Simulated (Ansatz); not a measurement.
Input and command of a plane-wave DFT calculation in Ansatz:

```yaml
crystal:
  lattice:
    - [3.1966985242, 0.0, 0.0]
    - [-1.5983492621, 2.7684221302, 0.0]
    - [0.0, 0.0, 5.0578]
  atoms:
    - { symbol: Hf, position: [0.1239882738, 0.5134154467, 0.1313713472] }
    - { symbol: Hf, position: [0.6666666667, 0.3333333333, 0.75] }
basis:
  ecutwfc: 420
kpoints:
  mp_grid: { grid: [18, 18, 10] }
hamiltonian:
  xc: pbe
scf:
  occupations: { method: gaussian, width: 0.15 }
output:
  forces: true
  stress: true
  eigenvalues: true
```

```bash
ansatz run input.yaml --threads 1 --pin off --max-ram 2560MiB --backend cpu --events-out ev --progress --plain --runs-dir out
```

Processor: Arm Neoverse V1, 1 thread, on a host shared with other jobs.

**Question.** Estimate time, memory and problem size.

**Answer.** About 2.4 min on 1 thread of Arm Neoverse V1 (shared host), peak memory 1.7 GiB. It solves 32 bands at 1624 k points (the mesh reduced by symmetry) with about 881 plane waves, in 8 SCF iterations.
